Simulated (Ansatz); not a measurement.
A 3-atom cell of Li2S started from a crystallographic database, relaxed with r2SCAN, was run in Ansatz under altered settings. All numbers are computed, without spin polarisation but where a row says otherwise.

```
Li S
1.0
     0.00000    2.84529    2.84529
     2.84529    0.00000    2.84529
     2.84529    2.84529    0.00000
Li S
2 1
Direct
  0.25000 0.25000 0.25000
  0.75000 0.75000 0.75000
  0.00000 0.00000 0.00000
```

The base run's other keys:
```yaml
kpoints:
  mp_grid: { grid: [4, 4, 4] }
hamiltonian:
  xc: hse06
scf:
  occupations: { method: fixed }
  n_extra_bands: 4
```

It takes 10 iterations with 893 plane waves at 420 eV and 8 k points, and leaves a mean stress of -0.35 GPa. The gap over this mesh is 4.336 eV. It ran on 4 threads of Arm Neoverse N1, with other jobs on the host.

Outcomes, with energy and stress as changes against the base:
```csv
setting,outcome,ΔF (meV/atom),Δ mean stress (GPa),gap on the mesh (eV),iterations,wall time
"PBE hybrid, exx coeff 0.3, omega 0.5 1/Å",converged,–,+0.1,3.942,10,5.7 s
"PBE hybrid, exx coeff 0.2, omega 0.1 1/Å",converged,–,+0.1,4.398,10,4.8 s
"PBE hybrid, exx coeff 0.75, omega 0.3 1/Å",converged,–,-1.1,5.708,15,5.7 s
hamiltonian.xc: wpbeh,converged,–,+0.3,4.312,10,4.9 s
scf.occupations: fermi_dirac 0.5,converged,-1.5,0.0,4.332,14,5 s
```
A dash marks a value that wasn't obtained or can't be compared. Stress is positive in compression. The base took 5.2 s.

- PBE hybrid, exx coeff 0.3, omega 0.5 1/Å. That is 30 % exact exchange, screened with ω = 0.5 1/Å, against HSE06's 25 % screened at 0.208 1/Å. The mean stress moves by +0.1 GPa and the gap on the mesh by -0.394 eV (to 3.942). Totals of different functionals aren't comparable.
- PBE hybrid, exx coeff 0.2, omega 0.1 1/Å. That is 20 % exact exchange, screened with ω = 0.1 1/Å, against HSE06's 25 % screened at 0.208 1/Å. The mean stress moves by +0.1 GPa and the gap on the mesh by +0.062 eV (to 4.398). Totals of different functionals aren't comparable. The program warns that on this mesh the truncation of the exchange isn't bounded, so part of the change can be an error of the mesh.
- PBE hybrid, exx coeff 0.75, omega 0.3 1/Å. That is 75 % exact exchange, screened with ω = 0.3 1/Å, against HSE06's 25 % screened at 0.208 1/Å. The mean stress moves by -1.1 GPa and the gap on the mesh by +1.371 eV (to 5.708). Totals of different functionals aren't comparable.
- hamiltonian.xc: wpbeh. The mean stress moves by +0.3 GPa and the gap on the mesh by -0.025 eV (to 4.312). It's another functional on the same cell, so totals aren't comparable.

The stress of a hybrid is loosely converged in these runs.

The meshes of the hybrids are coarse, so their gaps aren't converged to the digits shown.
